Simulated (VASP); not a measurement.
# CoO (Fm-3m) in VASP: further runs

One crystal, CoO, is run at these levels: PBE, PBEsol; tasks: equation of state.

Program: VASP 6.6.1. These are calculated values, not measurements. Logs are shortened: lines on timing, memory, paths and dates and some standing lists are left out, and cuts for length are marked.

### Step 1. The structure

It takes space group Fm-3m (No. 225, cubic). Conventional cell: a = 4.263 Å, b = 4.263 Å, c = 4.263 Å, α = 90.00°, β = 90.00°, γ = 90.00°. Co (site symmetry m-3m) is surrounded by 6 O at 2.13 Å. Around O (site symmetry m-3m) lie 6 Co at 2.13 Å.

### Step 2. Equation of state, PBE, collinear spin, ferromagnetic start, 9.10 Å³/atom (volume scaled by 0.94)

INCAR reads:

```
SYSTEM = CoO
PREC = Accurate
ENCUT = 520
EDIFF = 1E-7
ISMEAR = -1
SIGMA = 0.05
LREAL = .FALSE.
LASPH = .TRUE.
NELM = 100
ALGO = Normal
ISIF = 2
LWAVE = .FALSE.
LCHARG = .FALSE.
ISPIN = 2
MAGMOM = 2 0
LORBIT = 11
LMAXMIX = 4
GGA = PE
NBANDS = 18
```

KPOINTS reads:

```
regular mesh
0
G
  11 11 11
  0 0 0
```

POSCAR reads:

```
CoO
1.0
    0.0000000000      2.0879877907      2.0879877907
    2.0879877907      0.0000000000      2.0879877907
    2.0879877907      2.0879877907      0.0000000000
Co O
1 1
Direct
    0.0000000000      0.0000000000      0.0000000000
    0.5000000000      0.5000000000      0.5000000000
```

Potentials or basis: VASP PAW PBE potentials, release 64 (Co, O).

On the command line:

```sh
$ cat potpaw_PBE.64/Co/POTCAR potpaw_PBE.64/O/POTCAR > POTCAR
$ mpirun -np 1 vasp_std > vasp.out
```

OUTCAR:

```text
SYSTEM = CoO
   PREC = Accurate
   ENCUT = 520
   EDIFF = 1E-7
   ISMEAR = -1
   LREAL = .FALSE.
   LASPH = .TRUE.
   NELM = 100
   ISIF = 2
   ISPIN = 2
   LORBIT = 11
   GGA = PE

 ion  position               nearest neighbor table
   1  0.000  0.000  0.000-   2 2.09   2 2.09   2 2.09   2 2.09   2 2.09   2 2.09
   2  0.500  0.500  0.500-   1 2.09   1 2.09   1 2.09   1 2.09   1 2.09   1 2.09

  LATTYP: Found a face centered cubic cell.
 ALAT       =     4.1759755814

  Lattice vectors:

 A1 = (   0.0000000000,   2.0879877907,   2.0879877907)
 A2 = (   2.0879877907,   0.0000000000,   2.0879877907)
 A3 = (   2.0879877907,   2.0879877907,   0.0000000000)

Analysis of symmetry for initial positions (statically):
=====================================================================
 Subroutine PRICEL returns:
 Original cell was already a primitive cell.

 Routine SETGRP: Setting up the symmetry group for a
 face centered cubic supercell.

 Subroutine GETGRP returns: Found 48 space group operations
 (whereof 48 operations were pure point group operations)
 out of a pool of 48 trial point group operations.

The static configuration has the point symmetry O_h .

Analysis of symmetry for dynamics (positions and initial velocities):
=====================================================================
 Subroutine PRICEL returns:
 Original cell was already a primitive cell.

 Routine SETGRP: Setting up the symmetry group for a
 face centered cubic supercell.

 Subroutine GETGRP returns: Found 48 space group operations
 (whereof 48 operations were pure point group operations)
 out of a pool of 48 trial point group operations.

The dynamic configuration has the point symmetry O_h .

Analysis of structural, dynamic, and magnetic symmetry:
=====================================================================
 Subroutine PRICEL returns:
 Original cell was already a primitive cell.

 Routine SETGRP: Setting up the symmetry group for a
 face centered cubic supercell.

 Subroutine GETGRP returns: Found 48 space group operations
 (whereof 48 operations were pure point group operations)
 out of a pool of 48 trial point group operations.

The overall configuration has the point symmetry O_h .

 Subroutine INISYM returns: Found 48 space group operations
 (whereof 48 operations are pure point group operations),
 and found     1 'primitive' translations

----------------------------------------------------------------------------------------

                                     Primitive cell

  volume of cell :      18.2060

  direct lattice vectors                    reciprocal lattice vectors
     0.000000000  2.087987791  2.087987791    -0.239465002  0.239465002  0.239465002
     2.087987791  0.000000000  2.087987791     0.239465002 -0.239465002  0.239465002
     2.087987791  2.087987791  0.000000000     0.239465002  0.239465002 -0.239465002

  length of vectors
     2.952860652  2.952860652  2.952860652     0.414765550  0.414765550  0.414765550

  position of ions in fractional coordinates (direct lattice)
     0.000000000  0.000000000  0.000000000
     0.500000000  0.500000000  0.500000000

  ion indices of the primitive-cell ions
   primitive index   ion index
                 1           1
                 2           2

----------------------------------------------------------------------------------------

 KPOINTS: regular mesh

Automatic generation of k-mesh.
 Grid dimensions read from file:
 generate k-points for:   11   11   11

 Generating k-lattice:

  Cartesian coordinates                     Fractional coordinates (reciprocal lattice)
    -0.021769546  0.021769546  0.021769546     0.090909091  0.000000000  0.000000000
     0.021769546 -0.021769546  0.021769546     0.000000000  0.090909091  0.000000000
     0.021769546  0.021769546 -0.021769546     0.000000000  0.000000000  0.090909091

  Length of vectors
     0.037705959  0.037705959  0.037705959

  Shift w.r.t. Gamma in fractional coordinates (k-lattice)
     0.000000000  0.000000000  0.000000000

 Subroutine IBZKPT returns following result:
 ===========================================

 Found     56 irreducible k-points:

 Following reciprocal coordinates:
            Coordinates               Weight
  0.000000  0.000000  0.000000      1.000000
  0.090909  0.000000  0.000000      8.000000
  0.181818  0.000000  0.000000      8.000000
  0.272727  0.000000  0.000000      8.000000
  0.363636  0.000000  0.000000      8.000000
  0.454545  0.000000  0.000000      8.000000
[... 42 lines left out ...]
 -0.363636  0.363636  0.090909     48.000000
 -0.272727  0.363636  0.090909     24.000000
 [... further k-points ...]
   k-points           NKPTS =     56   k-points in BZ     NKDIM =     56   number of bands    NBANDS=     18
   number of dos      NEDOS =    301   number of ions     NIONS =      2
   total plane-waves  NPLWV =  13824
   dimension x,y,z NGX =    24 NGY =   24 NGZ =   24
   dimension x,y,z NGXF=    48 NGYF=   48 NGZF=   48
   ions per type =               1   1
   NGX,Y,Z   is equivalent  to a cutoff of  13.51, 13.51, 13.51 a.u.
   NGXF,Y,Z  is equivalent  to a cutoff of  27.02, 27.02, 27.02 a.u.
 SYSTEM =  CoO
   PREC   = accura    normal or accurate (medium, high low for compatibility)
   ISTART =      0    job   : 0-new  1-cont  2-samecut
   ICHARG =      2    charge: 1-file 2-atom 10-const
   ISPIN  =      2    spin polarized calculation?
   LNONCOLLINEAR =      F non collinear calculations
   LSORBIT =      F    spin-orbit coupling
   LASPH  =      T    aspherical Exc in radial PAW
   ENCUT  =  520.0 eV  38.22 Ry    6.18 a.u.   5.49  5.49  5.49*2*pi/ulx,y,z
   NELM   =    100;   NELMIN=  2; NELMDL= -5     # of ELM steps
   EDIFF  = 0.1E-06   stopping-criterion for ELM
   LREAL  =      F    real-space projection
   EDIFFG = 0.1E-05   stopping-criterion for IOM
   NSW    =      0    number of steps for IOM
   IBRION =     -1    ionic relax: 0-MD 1-quasi-New 2-CG
   NFREE  =      0    steps in history (QN), initial steepest desc. (CG)
   ISIF   =      2    stress and relaxation
   ISYM   =      2    0-nonsym 1-usesym 2-fastsym
   POTIM  = 0.5000    time-step for ionic-motion
   TEBEG  =    0.0;   TEEND  =   0.0 temperature during run
   PSTRESS=    0.0 pullay stress
   NELECT =      15.0000    total number of electrons
   NUPDOWN=      -1.0000    fix difference up-down
   EMIN   =  10.00;   EMAX   =-10.00  energy-range for DOS
   EFERMI =   0.00;   METHOD = LEGACY
   ISMEAR =    -1;   SIGMA  =   0.05  broadening in eV -4-tet -1-fermi 0-gaus
   EFERMI_NEDOS =   21; number of points for ismear=-14 and -15
   IALGO  =     38    algorithm
   IMIX   =      4    mixing-type and parameters
     AMIX     =   0.40;   BMIX     =  1.00
     AMIX_MAG =   1.60;   BMIX_MAG =  1.00
  volume/ion in A,a.u.               =       9.10        61.43
  Fermi-wavevector in a.u.,A,eV,Ry     =   1.534737  2.900232 32.047403  2.355418
  Thomas-Fermi vector in A             =   2.641623
   LORBIT       =     11    0 simple, 1 ext, 2 COOP (PROOUT), +10 PAW based schemes
   GGA     = PE    functional components
   LHFCALC =     F    Hartree Fock is set to
   AEXX    =    0.0000 exact exchange contribution
   IVDW    =     0    specifies the selected vdW correction
   LEPSILON=     F    determine dielectric tensor
   LRPA    =     F    only Hartree local field effects (RPA)
 spin polarized calculation
  energy-cutoff  :      520.00
  volume of cell :       18.21
 maximum number of plane-waves:       531
 NGX is ok and might be reduce to    24
   NGX = 11   NGY = 11   NGZ = 11

 number of electron      14.9999997 magnetization       2.7207953

 Free energy of the ion-electron system (eV)
  ---------------------------------------------------
  ext. energy  EPLUGINS =         0.00000000
  ---------------------------------------------------
  free energy    TOTEN  =       -13.03995610 eV

  energy without entropy =      -13.00424263  energy(sigma->0) =      -13.02209936

 E-fermi :   8.7689     XC(G=0): -12.7543

 val. band max:        8.7654728463   @ k =   0.4545   0.2727   0.0909
 cond. band min:       8.7700957891   @ k =  -0.3636   0.4545   0.0909
 fundamental gap:      0.0046229428
 Fermi energy:         8.7688785113

 spin component 1

 k-point     1 :       0.0000    0.0000    0.0000
  band No.  band energies     occupation
      1     -11.9931      1.00000
      2       5.3795      1.00000
      3       5.3795      1.00000
      4       5.3795      1.00000
      5       5.5490      1.00000
      6       5.5490      1.00000
[... 10 lines left out ...]
     17      31.3330      0.00000
     18      34.4865      0.00000

 k-point     2 :       0.0909    0.0000    0.0000
  band No.  band energies     occupation
      1     -11.8982      1.00000
      2       4.5263      1.00000
      3       4.5684      1.00000
      4       4.5684      1.00000
      5       5.7466      1.00000
      6       5.7467      1.00000
[... 10 lines left out ...]
     17      32.3512      0.00000
     18      35.9613      0.00000

 k-point     3 :       0.1818    0.0000    0.0000
  band No.  band energies     occupation
      1     -11.6333      1.00000
      2       3.1867      1.00000
      3       3.7744      1.00000
      4       3.7745      1.00000
      5       5.9183      1.00000
      6       5.9183      1.00000
[... 748 lines left out ...]
 k-point    39 :       0.4545    0.1818    0.0909
  band No.  band energies     occupation
      1     -10.7965      1.00000
      2       0.9559      1.00000
      3       2.5810      1.00000
      4       2.8832      1.00000
      5       6.1300      1.00000
      6       6.4432      1.00000
[... 10 lines left out ...]
     17      37.4630      0.00000
     18      38.4005      0.00000

 k-point    40 :      -0.4545    0.1818    0.0909
  band No.  band energies     occupation
      1     -10.5948      1.00000
      2       0.5745      1.00000
      3       2.3874      1.00000
      4       2.5749      1.00000
      5       6.3338      1.00000
      6       6.5359      1.00000
[... 10 lines left out ...]
     17      37.1148      0.00000
     18      38.0030      0.00000

 [... further k-points ...]

 spin component 2

 k-point     1 :       0.0000    0.0000    0.0000
  band No.  band energies     occupation
      1     -11.5557      1.00000
      2       5.8702      1.00000
      3       5.8702      1.00000
      4       5.8702      1.00000
      5       7.5319      1.00000
      6       7.5320      1.00000
[... 10 lines left out ...]
     17      32.2586      0.00000
     18      35.3006      0.00000

 k-point     2 :       0.0909    0.0000    0.0000
  band No.  band energies     occupation
      1     -11.4589      1.00000
      2       5.1485      1.00000
      3       5.5571      1.00000
      4       5.5572      1.00000
      5       7.6453      1.00000
      6       7.6454      1.00000
[... 10 lines left out ...]
     17      33.1515      0.00000
     18      36.8133      0.00000

 k-point     3 :       0.1818    0.0000    0.0000
  band No.  band energies     occupation
      1     -11.1886      1.00000
      2       3.7818      1.00000
      3       4.9458      1.00000
      4       4.9459      1.00000
      5       7.8806      1.00000
      6       7.8807      1.00000
[... 748 lines left out ...]
 k-point    39 :       0.4545    0.1818    0.0909
  band No.  band energies     occupation
      1     -10.3249      1.00000
      2       1.5211      1.00000
      3       3.6542      1.00000
      4       3.9516      1.00000
      5       8.0493      1.00000
      6       8.6295      0.94202
[... 10 lines left out ...]
     17      37.9582      0.00000
     18      38.8394      0.00000

 k-point    40 :      -0.4545    0.1818    0.0909
  band No.  band energies     occupation
      1     -10.1156      1.00000
      2       1.0844      1.00000
      3       3.4104      1.00000
      4       3.7576      1.00000
      5       8.3650      0.99969
      6       8.6147      0.95618
[... 10 lines left out ...]
     17      37.4736      0.00000
     18      38.5474      0.00000

 [... further k-points ...]

------------------------ aborting loop because EDIFF is reached ----------------------------------------

  FORCE on cell =-STRESS in cart. coord.  units (eV):
  Direction    XX          YY          ZZ          XY          YZ          ZX
  --------------------------------------------------------------------------------------
  -------------------------------------------------------------------------------------
  Total        0.9819408      0.9819408      0.9819408     -0.0000000      0.0000000     -0.0000000
  in kB       86.4135868     86.4135868     86.4135868     -0.0000000      0.0000000     -0.0000000
  external PRESSURE =      86.4135868 kB  Pullay stress =       0.0000000 kB

 VOLUME and BASIS-vectors are now :
 -----------------------------------------------------------------------------
  energy-cutoff  :      520.00
  volume of cell :       18.21
      direct lattice vectors                 reciprocal lattice vectors
     0.000000000  2.087987791  2.087987791    -0.239465002  0.239465002  0.239465002
     2.087987791  0.000000000  2.087987791     0.239465002 -0.239465002  0.239465002
     2.087987791  2.087987791  0.000000000     0.239465002  0.239465002 -0.239465002

 POSITION                                       TOTAL-FORCE (eV/Angst)
 -----------------------------------------------------------------------------------
      0.00000      0.00000      0.00000         0.000000      0.000000      0.000000
      2.08799      2.08799      2.08799        -0.000000     -0.000000     -0.000000
 -----------------------------------------------------------------------------------
    total drift:                                0.000000     -0.000000     -0.000000

  FREE ENERGIE OF THE ION-ELECTRON SYSTEM (eV)
  ---------------------------------------------------
  free  energy   TOTEN  =       -13.0399560973 eV

  energy  without entropy=      -13.0042426293  energy(sigma->0) =      -13.02209936

 total charge

# of ion       s       p       d       tot
------------------------------------------
    1        0.310   0.396   7.201   7.907
    2        1.557   3.448   0.000   5.005
--------------------------------------------------
tot          1.868   3.844   7.201  12.912

 magnetization (x)

# of ion       s       p       d       tot
------------------------------------------
    1        0.021   0.019   2.381   2.421
    2        0.030   0.226   0.000   0.256
--------------------------------------------------
tot          0.051   0.245   2.381   2.677
```

Run time: 72 s. Hardware: 1 thread of AMD EPYC 7R13 (Zen 3), shared host; peak memory 0.13 GiB.

Results:

- Free energy: -13.0400 eV
- Pressure: 8.6 GPa
- Band gap on the k mesh: none (metal or under the smearing width)
- Net moment: 2.72 μB per cell
- Site moments: Co +2.42; O +0.26 μB
- Valence electrons inside the program's atomic spheres: Co 7.91; O 5.00

Caveat: a cell with one magnetic atom can't hold antiferromagnetic order, which such compounds often take; semilocal functionals often make such compounds metallic where correlation or magnetic order opens a gap, which also shifts bond lengths.

### Step 3. Equation of state, PBE, collinear spin, ferromagnetic start, 9.30 Å³/atom (volume scaled by 0.96)

INCAR reads:

```
ALGO = Normal
EDIFF = 1E-7
ENCUT = 520
GGA = PE
ISIF = 2
ISMEAR = -1
ISPIN = 2
LASPH = T
LCHARG = F
LMAXMIX = 4
LORBIT = 11
LREAL = F
LWAVE = F
MAGMOM = 2 0
NBANDS = 18
NELM = 150
PREC = Accurate
SIGMA = 0.05
```

KPOINTS reads:

```
k-points
0
Gamma
  11 11 11
```

POSCAR reads:

```
CoO
1.0
    0.0000000000      2.1026924146      2.1026924146
    2.1026924146      0.0000000000      2.1026924146
    2.1026924146      2.1026924146      0.0000000000
Co O
1 1
Direct
    0.0000000000      0.0000000000      0.0000000000
    0.5000000000      0.5000000000      0.5000000000
```

Potentials or basis: VASP PAW PBE potentials, release 64 (Co, O).

On the command line:

```sh
$ cat potpaw_PBE.64/Co/POTCAR potpaw_PBE.64/O/POTCAR > POTCAR
$ mpirun -np 1 vasp_std > vasp.out
```

It took 61 s on 1 thread of AMD EPYC 7R13 (Zen 3), shared host; peak memory 0.13 GiB.

The run converged. Its results:

| Quantity | Value |
| --- | --- |
| Free energy | -13.0565 eV |
| Pressure | 4.7 GPa |
| Band gap on the k mesh | none (metal or under the smearing width) |
| Net moment | 2.80 μB per cell |
| Site moments | Co +2.48; O +0.27 μB |
| Valence electrons inside the program's atomic spheres | Co 7.86; O 5.00 |

Caveat: a cell with one magnetic atom can't hold antiferromagnetic order, which such compounds often take; semilocal functionals often make such compounds metallic where correlation or magnetic order opens a gap, which also shifts bond lengths.

### Step 4. Equation of state, PBE, collinear spin, ferromagnetic start, 9.49 Å³/atom (volume scaled by 0.98)

INCAR reads:

```
SYSTEM = CoO
ALGO = Normal
EDIFF = 1E-7
ENCUT = 520
GGA = PE
ISIF = 2
ISMEAR = -1
ISPIN = 2
LASPH = .True.
LCHARG = .False.
LMAXMIX = 4
LORBIT = 11
LREAL = .False.
LWAVE = .False.
MAGMOM = 2 0
NBANDS = 18
NELM = 100
PREC = Accurate
SIGMA = 0.05
```

KPOINTS reads:

```
k-points
0
Gamma
  11 11 11
  0 0 0
```

POSCAR reads:

```
CoO
1.0
    0.0000000000      2.1171941998      2.1171941998
    2.1171941998      0.0000000000      2.1171941998
    2.1171941998      2.1171941998      0.0000000000
Co O
1 1
Direct
    0.0000000000      0.0000000000      0.0000000000
    0.5000000000      0.5000000000      0.5000000000
```

On the command line:

```sh
$ cat potpaw_PBE.64/Co/POTCAR potpaw_PBE.64/O/POTCAR > POTCAR
$ mpirun -np 1 vasp_std > vasp.out
```

Run time: 63 s. Hardware: 1 thread of AMD EPYC 7R13 (Zen 3), shared host; peak memory 0.14 GiB.

Results (log left out):

- Free energy: -13.0638 eV
- Pressure: 1.0 GPa
- Band gap on the k mesh: none (metal or under the smearing width)
- Net moment: 2.85 μB per cell
- Site moments: Co +2.52; O +0.28 μB
- Valence electrons inside the program's atomic spheres: Co 7.83; O 4.99

Caveat: a cell with one magnetic atom can't hold antiferromagnetic order, which such compounds often take; semilocal functionals often make such compounds metallic where correlation or magnetic order opens a gap, which also shifts bond lengths.

### Step 5. Equation of state, PBE, collinear spin, ferromagnetic start, 9.88 Å³/atom (volume scaled by 1.02)

INCAR reads:

```
SYSTEM = CoO
  PREC = Accurate
  ENCUT = 520
  EDIFF = 1E-7
  ISMEAR = -1
  SIGMA = 0.05
  LREAL = .False.
  LASPH = .True.
  NELM = 150
  ALGO = Normal
  ISIF = 2
  LWAVE = .False.
  LCHARG = .False.
  ISPIN = 2
  MAGMOM = 2 0
  LORBIT = 11
  LMAXMIX = 4
  GGA = PE
  NBANDS = 18
```

KPOINTS reads:

```
Automatic mesh
0
Gamma
  11 11 11
  0 0 0
```

POSCAR reads:

```
CoO
1.0
    0.0000000000      2.1456163054      2.1456163054
    2.1456163054      0.0000000000      2.1456163054
    2.1456163054      2.1456163054      0.0000000000
Co O
1 1
Direct
    0.0000000000      0.0000000000      0.0000000000
    0.5000000000      0.5000000000      0.5000000000
```

On the command line:

```sh
$ cat potpaw_PBE.64/Co/POTCAR potpaw_PBE.64/O/POTCAR > POTCAR
$ mpirun -np 1 vasp_std > vasp.out
```

Wall time 63 s (1 thread of AMD EPYC 7R13 (Zen 3), shared host); peak memory 0.13 GiB.

The run converged. Its results:

| Quantity | Value |
| --- | --- |
| Free energy | -13.0533 eV |
| Pressure | -5.5 GPa |
| Band gap on the k mesh | none (metal or under the smearing width) |
| Net moment | 2.94 μB per cell |
| Site moments | Co +2.58; O +0.30 μB |
| Valence electrons inside the program's atomic spheres | Co 7.76; O 4.97 |

Caveat: a cell with one magnetic atom can't hold antiferromagnetic order, which such compounds often take; semilocal functionals often make such compounds metallic where correlation or magnetic order opens a gap, which also shifts bond lengths.

[end of part 1 of 2]
